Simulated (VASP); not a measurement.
Set up this calculation in VASP 6.6.1, as the native input.

* Task: single point
* Functional: PBEsol
* Potentials or basis: VASP PAW PBE potentials, release 64 (Ti_sv, C)
* Cutoff: 520 eV
* k mesh: 18 × 18 × 18
* Occupations: gaussian, width 0.15 eV
* Spin: no spin polarisation
* Dipole correction: no
* Further INCAR settings: ALGO = Fast; EDIFF = 1e-06; NBANDS = 15

The structure of TiC lies in POSCAR:

```
TiC
1.0
    0.0000000000      2.1640000000      2.0017000000
    2.1640000000      0.0000000000      2.0017000000
    2.1640000000      2.1640000000      0.0000000000
Ti C
1 1
Direct
    0.0000000000      0.0000000000      0.0000000000
    0.5000000000      0.5000000000      0.5000000000
```

The cell isn't the ideal one: strain -0.0750 x Voigt [0, 0, 1, 0, 0, 0], atoms carried along.

One way to write it, as run:

INCAR

```
SYSTEM = TiC
PREC     = Accurate       ! precision mode
ENCUT    = 520            ! plane-wave cutoff, eV
EDIFF    = 1E-6           ! SCF threshold, eV
ISMEAR   = 0              ! smearing method
SIGMA    = 0.15           ! smearing width, eV
LREAL    = .False.        ! projectors in reciprocal space
LASPH    = .True.         ! aspherical terms in the spheres
NELM     = 100            ! most SCF steps
ALGO     = Fast           ! electronic algorithm
ISIF     = 2              ! what is computed and relaxed
LWAVE    = .False.        ! write WAVECAR
LCHARG   = .False.        ! write CHGCAR
GGA      = PS             ! functional
NBANDS   = 15             ! bands
```

KPOINTS

```
Automatic mesh
0
Gamma
  18 18 18
  0 0 0
```

Potentials or basis: VASP PAW PBE potentials, release 64 (Ti_sv, C).

Launch:

```sh
$ cat potpaw_PBE.64/Ti_sv/POTCAR potpaw_PBE.64/C/POTCAR > POTCAR
$ mpirun -np 1 vasp_std > vasp.out
```

It gave:

```
Pressure               : 19.6 GPa
Band gap on the k mesh : none (metal or under the smearing width)
```

Caveat: so large a pressure means that the cell lies far from this level's equilibrium, or that cutoff or potentials fall short; the potentials were made for another functional, which shifts forces and pressure.

Wall time 120 s on 1 thread of Intel(R) Xeon(R) Platinum 8488C (Sapphire Rapids), on a shared host, peak memory 0.25 GiB.
